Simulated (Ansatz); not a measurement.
**Heated and quenched cell Al48N48**

Theory: DFT, PBEsol, PAW, plane waves in Ansatz.

Command:

```sh
ansatz run in.yaml --threads 8 --pin off --max-ram 118750MiB --runs-dir r --events-out ev --progress --plain --backend cuda --devices 0,
```

The input less its lattice and atoms:

```yaml
accuracy: low
kpoints:
  mp_grid: { grid: [1, 1, 1] }
hamiltonian:
  xc: pbesol
scf:
  occupations: { method: fermi_dirac, width: 0.1 }
md:
  ensemble: nvt_langevin
  timestep: 2.5
  n_steps: 600
  temperature: 5000
  temperature_schedule: [{ n_steps: 240, end_temperature: 5000 }, { n_steps: 360, end_temperature: 300 }]
  friction: 0.02
  initial_velocities: maxwell_boltzmann
  seed: 1
```

Start:

```
Al N
1.0
     9.71511    0.00000    0.00000
     0.00000   11.21804    0.00000
     0.00000    0.00000   10.36574
Al N
48 48
Direct
  0.15425 0.06867 0.23951
  0.19240 0.06305 0.72456
  0.01996 0.31666 0.27132
  0.98982 0.31777 0.74311
  0.47398 0.09761 0.25388
  0.48811 0.07124 0.77434
  0.28643 0.35788 0.23444
  0.35528 0.33689 0.74500
  0.14012 0.58640 0.25408
  0.14425 0.59128 0.76867
  0.98931 0.82628 0.24990
  0.01926 0.84426 0.73645
  0.83488 0.08321 0.23100
  0.82436 0.09088 0.75559
  0.67496 0.29681 0.23834
  0.65389 0.32609 0.73436
  0.48482 0.60778 0.22616
  0.49052 0.56775 0.72356
  0.33226 0.83797 0.25544
  0.31415 0.82112 0.73900
  0.84617 0.56376 0.22190
  0.84965 0.58429 0.74377
  0.67503 0.82441 0.22861
  0.69414 0.83891 0.74245
  0.99924 0.14830 0.48603
  0.98257 0.16915 0.00271
  0.33597 0.16380 0.50612
  0.34721 0.17971 0.01146
  0.17726 0.40629 0.51281
  0.17121 0.44643 0.98534
  0.02918 0.67867 0.50582
  0.99065 0.64671 0.00371
  0.67699 0.16930 0.48746
  0.67914 0.17572 0.01008
  0.48071 0.42494 0.50182
  0.48654 0.41553 0.99108
  0.35907 0.68516 0.50438
  0.32173 0.67726 0.02455
  0.15149 0.89078 0.49695
  0.16702 0.88775 0.00052
  0.83704 0.44704 0.48942
  0.84218 0.43676 0.00250
  0.70820 0.66140 0.51519
  0.67743 0.65914 0.99766
  0.48222 0.91144 0.48782
  0.51738 0.91653 0.01986
  0.83349 0.90926 0.50741
  0.82634 0.91269 0.98097
  0.99632 0.16619 0.17514
  0.01268 0.16444 0.68681
  0.32921 0.17545 0.21239
  0.32409 0.18259 0.68380
  0.16465 0.39972 0.19492
  0.20286 0.42675 0.67870
  0.01808 0.67576 0.18560
  0.99918 0.67947 0.68060
  0.65586 0.15479 0.19561
  0.66251 0.16792 0.67159
  0.46187 0.38894 0.20459
  0.48282 0.41615 0.69672
  0.35328 0.64780 0.17078
  0.31914 0.69426 0.67553
  0.17590 0.91049 0.19495
  0.16162 0.93137 0.66586
  0.84167 0.41615 0.14710
  0.83922 0.42511 0.66627
  0.67069 0.66716 0.18004
  0.66491 0.68429 0.70093
  0.50822 0.94827 0.19059
  0.51507 0.92002 0.68976
  0.82736 0.88826 0.19412
  0.84499 0.90843 0.68170
  0.17563 0.09067 0.45658
  0.15197 0.08604 0.92713
  0.01487 0.32524 0.41177
  0.01291 0.34645 0.92280
  0.51004 0.08442 0.43644
  0.50506 0.09603 0.93399
  0.33364 0.33088 0.43268
  0.32258 0.34884 0.92944
  0.18337 0.58021 0.44929
  0.13883 0.57433 0.93827
  0.99185 0.83447 0.43306
  0.02492 0.82302 0.94822
  0.85315 0.07571 0.43387
  0.81240 0.08486 0.93028
  0.65934 0.31743 0.42038
  0.66591 0.31657 0.93422
  0.49639 0.57301 0.43426
  0.48656 0.56379 0.94183
  0.34702 0.81428 0.43307
  0.34134 0.84142 0.95842
  0.83429 0.58020 0.45100
  0.84862 0.57230 0.93014
  0.65091 0.82523 0.42429
  0.67207 0.85800 0.92793
```

Some of the steps:

| step | free energy without the kinetic part, less step 39 (eV) | temperature (K) | largest force component (eV/Å) |
| --- | --- | --- | --- |
| 39 | 0.000 | 5003 | 7.48 |
| 79 | 9.825 | 5017 | 11.97 |
| 119 | 1.528 | 5646 | 10.63 |
| 159 | 2.388 | 4583 | 11.80 |
| 199 | -0.035 | 4994 | 8.04 |
| 239 | -2.840 | 5889 | 8.90 |
| 279 | -0.905 | 4695 | 11.55 |
| 319 | -12.046 | 4180 | 11.58 |
| 359 | -25.480 | 3122 | 8.11 |
| 399 | -32.110 | 3334 | 7.12 |
| 439 | -37.160 | 2992 | 6.91 |
| 479 | -46.980 | 2144 | 6.46 |
| 519 | -53.498 | 1647 | 9.25 |
| 559 | -62.207 | 1238 | 3.48 |
| 599 | -69.545 | 608 | 3.13 |

End:

```
Al N
1.0
     9.71511    0.00000    0.00000
     0.00000   11.21804    0.00000
     0.00000    0.00000   10.36574
Al N
48 48
Direct
  0.15223 0.09903 0.20868
  0.15490 0.07691 0.72267
  0.99633 0.34381 0.22032
  0.97513 0.34862 0.71526
  0.48909 0.09357 0.14993
  0.49585 0.09124 0.64411
  0.30769 0.34625 0.21044
  0.30844 0.34120 0.70636
  0.17285 0.59880 0.22254
  0.17223 0.59328 0.72699
  0.98095 0.84717 0.22337
  0.00619 0.83812 0.71964
  0.81801 0.11323 0.14399
  0.82128 0.10044 0.66426
  0.64235 0.34593 0.14965
  0.65330 0.35708 0.65008
  0.49532 0.59730 0.15745
  0.49644 0.59558 0.64883
  0.32753 0.86267 0.15066
  0.33678 0.84848 0.65261
  0.83143 0.59170 0.22550
  0.82429 0.59938 0.72840
  0.66890 0.84921 0.22218
  0.66817 0.84497 0.71544
  0.98957 0.18276 0.47962
  0.98923 0.18571 0.95105
  0.31903 0.17953 0.46701
  0.31384 0.17737 0.97168
  0.15782 0.43330 0.46062
  0.14623 0.42731 0.96154
  0.99663 0.66195 0.46158
  0.99534 0.66985 0.96978
  0.67383 0.17630 0.40386
  0.64581 0.18502 0.89780
  0.48537 0.42592 0.40368
  0.49662 0.43494 0.90382
  0.33227 0.66993 0.46627
  0.32225 0.68322 0.97875
  0.16410 0.92971 0.46495
  0.15026 0.92958 0.96677
  0.83383 0.42477 0.44889
  0.81053 0.42855 0.97105
  0.67259 0.67994 0.45778
  0.67734 0.69371 0.98011
  0.48773 0.93206 0.39768
  0.49015 0.93799 0.90544
  0.83102 0.91773 0.47333
  0.82185 0.93499 0.96221
  0.99830 0.18693 0.13938
  0.99776 0.18999 0.67560
  0.31950 0.18009 0.15486
  0.30766 0.16906 0.66509
  0.14999 0.43438 0.15501
  0.14444 0.43248 0.65166
  0.00424 0.68109 0.16102
  0.99549 0.66949 0.65935
  0.65870 0.18839 0.20564
  0.65223 0.17603 0.71114
  0.48436 0.42200 0.20619
  0.48520 0.43794 0.70624
  0.32901 0.68293 0.16034
  0.32651 0.68095 0.65517
  0.15132 0.93177 0.15854
  0.16203 0.92899 0.66254
  0.82656 0.42223 0.16672
  0.82419 0.42978 0.66868
  0.67269 0.67536 0.16990
  0.67297 0.67604 0.65728
  0.49251 0.93262 0.21388
  0.49697 0.93526 0.71499
  0.81888 0.94130 0.16045
  0.83456 0.92585 0.66284
  0.15376 0.09946 0.41719
  0.13820 0.08337 0.90965
  0.99050 0.34867 0.40295
  0.98002 0.34992 0.90442
  0.49879 0.09623 0.46687
  0.48724 0.08318 0.97886
  0.32664 0.33661 0.39831
  0.32235 0.35016 0.91019
  0.16845 0.59125 0.40184
  0.16063 0.59193 0.90599
  0.99518 0.84168 0.41380
  0.99568 0.83421 0.89820
  0.82169 0.10751 0.46734
  0.81489 0.10635 0.95693
  0.65951 0.34447 0.45762
  0.64039 0.34165 0.95976
  0.49703 0.59208 0.44474
  0.48921 0.60615 0.96320
  0.34127 0.85771 0.46698
  0.33108 0.85683 0.95923
  0.82813 0.59806 0.40780
  0.82800 0.59421 0.91880
  0.66421 0.83902 0.40732
  0.66996 0.84801 0.91539
```

The run ended as planned.

Time: 5.7 min of wall time on one NVIDIA GB300 with 8 processor threads, on a host shared with other runs; peak host memory 1.9 GiB.
